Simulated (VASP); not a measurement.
# Pm (Fm-3m) in VASP: notebook

One crystal, Pm, is run at these levels: LDA; tasks: single point.

Everything below comes from runs of VASP 6.6.1. Logs are shortened: lines on timing, memory, paths and dates and some standing lists are left out, and cuts for length are marked.

**1. Starting point**

The structure is cubic, space group Fm-3m (No. 225). The conventional cell has a = 5.168 Å, b = 5.168 Å, c = 5.168 Å, α = 90.00°, β = 90.00°, γ = 90.00°. Around Pm (site symmetry m-3m) lie 12 Pm at 3.65 Å.

This isn't the form of Pm at room conditions, which is double hcp.

**2. Single point, LDA, collinear spin, ferromagnetic start**

INCAR

```
PREC     = Accurate       # precision mode
ENCUT    = 450            # plane-wave cutoff, eV
EDIFF    = 1E-6           # SCF threshold, eV
ISMEAR   = -1             # smearing method
SIGMA    = 0.4            # smearing width, eV
LREAL    = F              # projectors in reciprocal space
LASPH    = T              # aspherical terms in the spheres
NELM     = 100            # most SCF steps
ALGO     = Normal         # electronic algorithm
ISIF     = 2              # what is computed and relaxed
LWAVE    = F              # write WAVECAR
LCHARG   = F              # write CHGCAR
ISPIN    = 2              # spin polarisation
MAGMOM   = 4              # initial moments
LORBIT   = 11             # projections on sites
LMAXMIX  = 6              # l up to which the mixer works
GGA      = CA             # functional
NBANDS   = 18             # bands
ADDGRID  = F
```

KPOINTS

```
Automatic mesh
0
Gamma
  5 5 5
```

POSCAR

```
Pm
1.0
    0.0000000000      2.5841748100      2.5841748100
    2.5841748100      0.0000000000      2.5841748100
    2.5841748100      2.5841748100      0.0000000000
Pm
1
Direct
    0.0000000000      0.0000000000      0.0000000000
```

Potentials or basis: VASP PAW PBE potentials, release 64 (Pm).

Command:

```bash
> cat potpaw_PBE.64/Pm/POTCAR > POTCAR
> mpirun -np 1 vasp_std > vasp.out
```

OUTCAR:

```text
PREC = Accurate
   ENCUT = 450
   EDIFF = 1E-6
   ISMEAR = -1
   LREAL = F
   LASPH = T
   NELM = 100
   ISIF = 2
   ISPIN = 2
   LORBIT = 11
   GGA = CA

 Found     10 irreducible k-points:

 Following reciprocal coordinates:
            Coordinates               Weight
  0.000000  0.000000  0.000000      1.000000
  0.200000  0.000000  0.000000      8.000000
  0.400000  0.000000  0.000000      8.000000
  0.200000  0.200000  0.000000      6.000000
  0.400000  0.200000  0.000000     24.000000
 -0.400000  0.200000  0.000000     24.000000
   k-points           NKPTS =     10   k-points in BZ     NKDIM =     10   number of bands    NBANDS=     18
   number of dos      NEDOS =    301   number of ions     NIONS =      1
   total plane-waves  NPLWV =  21952
   dimension x,y,z NGX =    28 NGY =   28 NGZ =   28
   dimension x,y,z NGXF=    56 NGYF=   56 NGZF=   56
   ions per type =               1
   NGX,Y,Z   is equivalent  to a cutoff of  12.74, 12.74, 12.74 a.u.
   NGXF,Y,Z  is equivalent  to a cutoff of  25.47, 25.47, 25.47 a.u.
 SYSTEM =  unknown system
   PREC   = accura    normal or accurate (medium, high low for compatibility)
   ISTART =      0    job   : 0-new  1-cont  2-samecut
   ICHARG =      2    charge: 1-file 2-atom 10-const
   ISPIN  =      2    spin polarized calculation?
   LNONCOLLINEAR =      F non collinear calculations
   LSORBIT =      F    spin-orbit coupling
   LASPH  =      T    aspherical Exc in radial PAW
   ENCUT  =  450.0 eV  33.07 Ry    5.75 a.u.   6.32  6.32  6.32*2*pi/ulx,y,z
   NELM   =    100;   NELMIN=  2; NELMDL= -5     # of ELM steps
   EDIFF  = 0.1E-05   stopping-criterion for ELM
[... 12 lines left out ...]
   EMIN   =  10.00;   EMAX   =-10.00  energy-range for DOS
   EFERMI =   0.00;   METHOD = LEGACY
   ISMEAR =    -1;   SIGMA  =   0.40  broadening in eV -4-tet -1-fermi 0-gaus
   EFERMI_NEDOS =   21; number of points for ismear=-14 and -15
   IALGO  =     38    algorithm
   IMIX   =      4    mixing-type and parameters
     AMIX     =   0.40;   BMIX     =  1.00
     AMIX_MAG =   1.60;   BMIX_MAG =  1.00
  volume/ion in A,a.u.               =      34.51       232.91
  Fermi-wavevector in a.u.,A,eV,Ry     =   1.240052  2.343359 20.922086  1.537730
  Thomas-Fermi vector in A             =   2.374509
   LORBIT       =     11    0 simple, 1 ext, 2 COOP (PROOUT), +10 PAW based schemes
[... 5 lines left out ...]
   LRPA    =     F    only Hartree local field effects (RPA)
 spin polarized calculation
  energy-cutoff  :      450.00
  volume of cell :       34.51
 maximum number of plane-waves:       763
 NGX is ok and might be reduce to    28
   NGX = 13   NGY = 13   NGZ = 13

 number of electron      15.0000002 magnetization       4.9336537

 Free energy of the ion-electron system (eV)
  ---------------------------------------------------
  ext. energy  EPLUGINS =         0.00000000
  ---------------------------------------------------
  free energy    TOTEN  =        -9.54976028 eV

  energy without entropy =       -7.11777188  energy(sigma->0) =       -8.33376608

 E-fermi :   5.5959     XC(G=0): -10.0654

 val. band max:        5.5693996096   @ k =  -0.4000   0.4000   0.2000
 cond. band min:       5.6823039280   @ k =  -0.4000   0.4000   0.0000
 fundamental gap:      0.1129043184
 Fermi energy:         5.5958616615

 spin component 1

 k-point     1 :       0.0000    0.0000    0.0000
  band No.  band energies     occupation
      1     -32.9090      1.00000
      2     -12.9201      1.00000
      3     -12.9201      1.00000
      4     -12.9201      1.00000
      5       1.4568      0.99997
      6       5.0359      0.80218
      7       5.2487      0.70431
      8       5.2487      0.70431
      9       5.2487      0.70431
     10       5.5197      0.54747
     11       5.5197      0.54747
     12       5.5197      0.54747
     13       7.3144      0.01344
     14       7.3144      0.01344
     15       7.3144      0.01344
     16       9.7159      0.00003
     17       9.7159      0.00003
     18      14.9282      0.00000

 k-point     2 :       0.2000    0.0000    0.0000
  band No.  band energies     occupation
      1     -32.8699      1.00000
      2     -13.3054      1.00000
      3     -12.9673      1.00000
      4     -12.9673      1.00000
      5       2.4786      0.99959
      6       5.0122      0.81140
      7       5.2029      0.72759
      8       5.2899      0.68241
      9       5.2899      0.68241
     10       5.3933      0.62398
     11       5.3933      0.62398
     12       5.5227      0.54557
     13       6.7816      0.04906
     14       7.6988      0.00518
     15       7.6988      0.00518
     16       9.5474      0.00005
     17       9.5474      0.00005
     18      15.4442      0.00000

 k-point     3 :       0.4000    0.0000    0.0000
  band No.  band energies     occupation
      1     -32.8055      1.00000
      2     -13.8725      1.00000
      3     -13.0422      1.00000
      4     -13.0422      1.00000
      5       3.5930      0.99335
      6       5.0913      0.77928
      7       5.2535      0.70179
      8       5.2535      0.70179
      9       5.3105      0.67116
     10       5.4380      0.59738
     11       5.4380      0.59738
     12       5.5277      0.54251
     13       7.1522      0.02002
     14       7.2405      0.01612
     15       7.2405      0.01612
     16      11.0988      0.00000
     17      11.0988      0.00000
     18      14.2179      0.00000

 k-point     4 :       0.2000    0.2000    0.0000
  band No.  band energies     occupation
      1     -32.8568      1.00000
      2     -13.2918      1.00000
      3     -13.0515      1.00000
      4     -13.0515      1.00000
      5       2.8231      0.99902
      6       4.9363      0.83874
      7       5.1752      0.74111
      8       5.3056      0.67382
      9       5.3056      0.67382
     10       5.3984      0.62096
     11       5.3984      0.62095
     12       5.4190      0.60877
     13       6.3023      0.14603
     14       8.0856      0.00198
     15       8.3801      0.00095
     16       8.3801      0.00095
     17      10.3040      0.00001
     18      17.4551      0.00000

 k-point     5 :       0.4000    0.2000    0.0000
  band No.  band energies     occupation
      1     -32.8006      1.00000
      2     -13.7018      1.00000
      3     -13.1852      1.00000
      4     -13.1368      1.00000
      5       4.0743      0.97820
      6       5.0202      0.80832
      7       5.1004      0.77532
      8       5.2841      0.68554
      9       5.3265      0.66227
     10       5.3648      0.64051
     11       5.4188      0.60891
     12       5.4313      0.60142
     13       5.9879      0.27287
     14       6.9669      0.03144
     15       8.5209      0.00067
     16      10.5939      0.00000
     17      11.4665      0.00000
     18      15.5715      0.00000

 k-point     6 :      -0.4000    0.2000    0.0000
  band No.  band energies     occupation
      1     -32.7787      1.00000
      2     -13.8295      1.00000
      3     -13.3255      1.00000
      4     -13.1075      1.00000
      5       4.4758      0.94269
      6       4.9928      0.81871
      7       5.2267      0.71563
      8       5.2553      0.70085
      9       5.3679      0.63876
     10       5.3854      0.62861
     11       5.4706      0.57766
     12       5.5052      0.55642
     13       6.1495      0.20034
     14       7.0199      0.02765
     15       8.0782      0.00201
     16      10.9573      0.00000
     17      12.4629      0.00000
     18      14.3149      0.00000

 [... further k-points ...]

 spin component 2

 k-point     1 :       0.0000    0.0000    0.0000
  band No.  band energies     occupation
      1     -30.9963      1.00000
      2     -11.3892      1.00000
      3     -11.3892      1.00000
      4     -11.3892      1.00000
      5       2.0937      0.99984
      6       7.6528      0.00581
      7       8.0222      0.00232
      8       8.0222      0.00232
      9       8.0222      0.00232
     10       8.0961      0.00193
     11       8.0961      0.00193
     12       8.0961      0.00193
     13       8.4658      0.00076
     14       8.4658      0.00076
     15       8.4658      0.00076
     16      10.5841      0.00000
     17      10.5841      0.00000
     18      15.8512      0.00000

 k-point     2 :       0.2000    0.0000    0.0000
  band No.  band energies     occupation
      1     -30.9513      1.00000
      2     -11.8264      1.00000
      3     -11.4417      1.00000
      4     -11.4417      1.00000
      5       3.1485      0.99780
      6       6.9167      0.03550
      7       7.8960      0.00317
      8       7.9655      0.00267
      9       7.9655      0.00267
     10       8.0720      0.00204
     11       8.0720      0.00204
     12       8.4163      0.00087
     13       8.4700      0.00076
     14       8.7816      0.00035
     15       8.7816      0.00035
     16      10.4957      0.00000
     17      10.4957      0.00000
     18      16.1831      0.00000

 k-point     3 :       0.4000    0.0000    0.0000
  band No.  band energies     occupation
      1     -30.8769      1.00000
      2     -12.4611      1.00000
      3     -11.5248      1.00000
      4     -11.5248      1.00000
      5       4.2713      0.96482
      6       7.4100      0.01061
      7       7.7628      0.00442
      8       7.8817      0.00329
      9       7.8817      0.00329
     10       8.0539      0.00214
     11       8.0539      0.00214
     12       8.4419      0.00081
     13       8.4419      0.00081
     14       8.4768      0.00074
     15       8.6418      0.00049
     16      12.0686      0.00000
     17      12.0686      0.00000
     18      15.0677      0.00000

 k-point     4 :       0.2000    0.2000    0.0000
  band No.  band energies     occupation
      1     -30.9363      1.00000
      2     -11.8109      1.00000
      3     -11.5367      1.00000
      4     -11.5367      1.00000
      5       3.5000      0.99473
      6       6.4344      0.10946
      7       7.5888      0.00681
      8       8.0176      0.00234
      9       8.0176      0.00234
     10       8.1797      0.00156
     11       8.1797      0.00156
     12       8.3018      0.00115
     13       8.3074      0.00114
     14       9.2535      0.00011
     15       9.4493      0.00007
     16       9.4493      0.00007
     17      11.2326      0.00000
     18      18.1224      0.00000

 k-point     5 :       0.4000    0.2000    0.0000
  band No.  band energies     occupation
      1     -30.8716      1.00000
      2     -12.2696      1.00000
      3     -11.6870      1.00000
      4     -11.6316      1.00000
      5       4.7783      0.88533
      6       6.1984      0.18150
      7       7.0311      0.02690
      8       8.0371      0.00223
      9       8.0799      0.00200
     10       8.1234      0.00180
     11       8.2191      0.00142
     12       8.3129      0.00112
     13       8.3917      0.00092
     14       8.6395      0.00050
     15       9.5604      0.00005
     16      11.5671      0.00000
     17      12.4454      0.00000
     18      16.4272      0.00000

 k-point     6 :      -0.4000    0.2000    0.0000
  band No.  band energies     occupation
      1     -30.8463      1.00000
      2     -12.4120      1.00000
      3     -11.8450      1.00000
      4     -11.5979      1.00000
      5       5.2438      0.70683
      6       6.3442      0.13343
      7       7.4523      0.00955
      8       7.9814      0.00256
      9       7.9957      0.00247
     10       8.0503      0.00216
     11       8.3427      0.00104
     12       8.3638      0.00099
     13       8.3719      0.00097
     14       8.4810      0.00074
     15       9.1655      0.00013
     16      11.9421      0.00000
     17      13.4220      0.00000
     18      15.2705      0.00000

 [... further k-points ...]
[... 5 lines left out ...]
  --------------------------------------------------------------------------------------
  -------------------------------------------------------------------------------------
  Total       -0.1915912     -0.1915912     -0.1915912      0.0000000      0.0000000      0.0000000
  in kB       -8.8938628     -8.8938628     -8.8938628      0.0000000      0.0000000      0.0000000
  external PRESSURE =      -8.8938628 kB  Pullay stress =       0.0000000 kB

 VOLUME and BASIS-vectors are now :
 -----------------------------------------------------------------------------
  energy-cutoff  :      450.00
  volume of cell :       34.51
      direct lattice vectors                 reciprocal lattice vectors
     0.000000000  2.584174810  2.584174810    -0.193485363  0.193485363  0.193485363
     2.584174810  0.000000000  2.584174810     0.193485363 -0.193485363  0.193485363
     2.584174810  2.584174810  0.000000000     0.193485363  0.193485363 -0.193485363

 POSITION                                       TOTAL-FORCE (eV/Angst)
 -----------------------------------------------------------------------------------
      0.00000      0.00000      0.00000        -0.000000      0.000000     -0.000000
 -----------------------------------------------------------------------------------
    total drift:                               -0.000000     -0.000000     -0.000000

  FREE ENERGIE OF THE ION-ELECTRON SYSTEM (eV)
  ---------------------------------------------------
  free  energy   TOTEN  =        -9.5497602764 eV

  energy  without entropy=       -7.1177718755  energy(sigma->0) =       -8.33376608

 total charge

# of ion       s       p       d       f       tot
--------------------------------------------------
    1        2.042   5.479   0.522   4.362  12.405

 magnetization (x)

# of ion       s       p       d       f       tot
--------------------------------------------------
    1        0.000   0.024   0.142   4.303   4.469
```

Run time: 8.4 s. Hardware: 1 thread of Intel Xeon 6975P-C (Granite Rapids), shared host; peak memory 0.15 GiB.

The run converged, but some of its settings lie outside the range that counts as converged, so its numbers aren't taken as properties of the crystal.

What came out:

- Free energy: -9.5498 eV
- Pressure: -0.9 GPa
- Band gap on the k mesh: none (metal or under the smearing width)
- Net moment: 4.93 μB per cell
- Site moments: Pm +4.47 μB
- Valence electrons inside the program's atomic spheres: Pm 12.40

Caveat: the k mesh is coarse (spacing up to 0.42 Å⁻¹), so the values aren't converged; the magnetic or orbital state may not be the lowest; the PAW data sets were made with another functional, which shifts forces and pressure a little; spin-orbit coupling is left out, which moves the levels of the heavy elements.

(Continued in part 2 of 2.)
